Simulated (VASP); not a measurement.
## Al: relaxation of cell and atoms with PBE

The system is Al.

```
Al
1.0
     2.86335    0.00000    0.00000
    -1.43167    2.47973    0.00000
     0.00000    0.00000    4.67585
Al
2
Direct
  0.33333 0.66667 0.25000
  0.66667 0.33333 0.75000
```

This isn't the form of Al at room conditions, which is fcc.

```yaml
Program: VASP 6.6.1
Task: relaxation of cell and atoms
Functional: PBE
Potentials_or_basis: VASP PAW PBE potentials, release 64 (Al)
Cutoff: 600 eV
k_mesh: 18 × 18 × 10
Occupations: gaussian, width 0.1 eV
Spin: no spin polarisation
Further_INCAR_settings: ALGO = Normal; EDIFF = 1e-07; IBRION = 2; EDIFFG = -0.005; NSW = 90; ISIF = 3
```

```
Relaxed volume                         : 16.64 Å³/atom
Relaxed cell                           : a = 2.869 Å, b = 2.869 Å, c = 4.669 Å, α = 90.00°, β = 90.00°, γ = 120.00°
Space group after relaxing (to 0.05 Å) : P6_3/mmc (No. 194)
Energy gained by relaxing              : 0.0 meV/atom
Ionic steps                            : 5
Pressure after relaxing                : 0.0 GPa
Band gap on the k mesh                 : none (metal or under the smearing width)
```

Final structure:
```xyz
2
Lattice="2.8686 0.0000 0.0000 -1.4343 2.4842 0.0000 0.0000 0.0000 4.6690" Properties=species:S:1:pos:R:3 pbc="T T T"
Al    0.0000    1.6562    1.1673
Al    1.4343    0.8281    3.5018
```

Levels at points of the mesh, in eV from the Fermi level:
```
           k point  band 1  band 2  band 3  band 4  band 5  band 6
(0.00, 0.00, 0.00)  -11.09   -4.55   -4.34   10.44   10.44   10.89
(0.50, 0.00, 0.00)   -5.33   -5.11    0.60    1.14    1.51    1.75
(0.00, 0.00, 0.50)   -9.40   -9.40    3.48    3.48   11.71   11.71
(0.50, 0.00, 0.50)   -3.91   -3.91   -3.22   -3.22    6.96    6.96
```

It took 33 s on 1 thread of Intel(R) Xeon(R) 6975P-C (Granite Rapids), on a shared host, peak memory 0.19 GiB.
